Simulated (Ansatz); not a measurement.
**SiO₂: how the free axis answers a strain**

SiO₂, P6_322, a = 5.015 Å, c = 8.539 Å. This isn't the usual stable structure of the compound. Ansatz: LDA, PAW, 420 eV, Γ-centred 6×6×4 mesh on 12 atoms, Gaussian smearing 0.02 eV; no spin polarisation. Series: biaxial strain in the a-b plane, c and atoms relaxed; x is the strain in per cent. y is the change of c in per cent of 8.539 Å.

```tsv
x (%)	y (%)
-3.0	?
-1.5	0.30
0.0	0.00
1.5	-0.30
3.0	-0.57
```

Fit y = c1 x + c2 x² to the other rows, say what c1 measures, and predict the missing y.

Least squares on the rows shown. y = −0.1982 x + 0.002424 x². With no stress along c, c1 = −2C13/C33 = -0.198. At x = -3.0 the fit asked for gives 0.62 %. The run gave 0.64 %, so the fit is 0.02 % too low, a small miss on the scale of the series. The form still works here, 33 % of the fitted range beyond its end.